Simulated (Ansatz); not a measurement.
# Li: the cost of one run

Computed with Ansatz 0.2.0 (DFT PBE, scalar-relativistic, plane waves, PAW, unless a step's input says otherwise).

## (1) The starting structure

The structure is orthorhombic, space group Imm2 (No. 44). Conventional cell: a = 3.516 Å, b = 6.198 Å, c = 5.353 Å, α = 90.00°, β = 90.00°, γ = 90.00°. Around Li (site symmetry m) lie 3 Li at 2.44 to 2.49 Å. Li (site symmetry mm2) has 6 Li at 2.44 to 2.49 Å as nearest neighbours.

Structure file:

```cif
data_structure
_symmetry_space_group_name_H-M 'Imm2'
_symmetry_Int_Tables_number 44
_cell_length_a 3.5164
_cell_length_b 6.1980
_cell_length_c 5.3528
_cell_angle_alpha 90.000
_cell_angle_beta 90.000
_cell_angle_gamma 90.000
_cell_volume 116.66
loop_
_atom_site_label
_atom_site_type_symbol
_atom_site_symmetry_multiplicity
_atom_site_Wyckoff_symbol
_atom_site_fract_x
_atom_site_fract_y
_atom_site_fract_z
_atom_site_occupancy
Li1 Li 4 d 0.50000 0.24497 0.56574 1
Li2 Li 2 a 0.00000 0.00000 0.42405 1
```

Recipe of the guess: 3-, 6-connected net of one element (Imm2, No. 44). The dimensions are guesses.

## (2) The guess as it stands, on a coarse mesh

input.yaml reads:

```yaml
crystal:
  lattice:
    - [-1.75818054, 3.09901411, 2.67639985]
    - [1.75818054, -3.09901411, 2.67639985]
    - [1.75818054, 3.09901411, -2.67639985]
  atoms:
    - { symbol: Li, position: [0.81070665, 0.06574088, 0.74496578] }
    - { symbol: Li, position: [0.3207751, 0.06574088, 0.25503422] }
    - { symbol: Li, position: [0.42404588, 0.42404588, 0.0] }
basis:
  ecutwfc: 420
kpoints:
  mp_grid: { grid: [6, 6, 6] }
hamiltonian:
  xc: pbe
scf:
  occupations: { method: gaussian, width: 0.1 }
  lower_state_search: "off"
output:
  forces: true
  stress: true
  eigenvalues: true
```

The run is started by

```console
ansatz run input.yaml --threads 1 --pin off --max-ram 2560MiB --backend cpu --events-out ev --progress --plain --runs-dir out
```

What time and memory should one allow on 1 thread of Arm Neoverse V1, shared host?

About 2.1 s, with a peak of 0.3 GiB.
